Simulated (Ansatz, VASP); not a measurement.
# One calculation of Ta, two programs

```
Ta
1.0
     0.00000    2.15850    2.15850
     2.15850    0.00000    2.15850
     2.15850    2.15850    0.00000
Ta
1
Direct
  0.00000 0.00000 0.00000
```

Alike in both runs: task single point; functional r2SCAN; k mesh 14 × 14 × 14; occupations fermi-dirac, width 0.1 eV; no spin polarisation.

|  | VASP | Ansatz |
| --- | --- | --- |
| version | VASP 6.6.1 | Ansatz 0.2.0 |
| potentials or method | VASP PAW PBE potentials, release 64 (Ta_pv) | plane waves (500 eV) with PAW, scalar-relativistic |
| plane-wave cutoff (eV) | 520 | 500 |
| valence electrons in the cell | 11 | 13 |

Ansatz gave:

| Quantity | Value |
| --- | --- |
| pressure (GPa) | -13.2 |

**Question.** Which values does VASP return?

**Answer.** Pressure (GPa): -12.9.

With one functional, cell and mesh, what is left measures potentials, basis and numerics. The two sets of potentials don't hold the same shells in valence.

Caveats: the PAW data sets were made with another functional, which shifts forces and pressure a little (VASP). Spin-orbit coupling is left out, which matters for the levels of Ta.
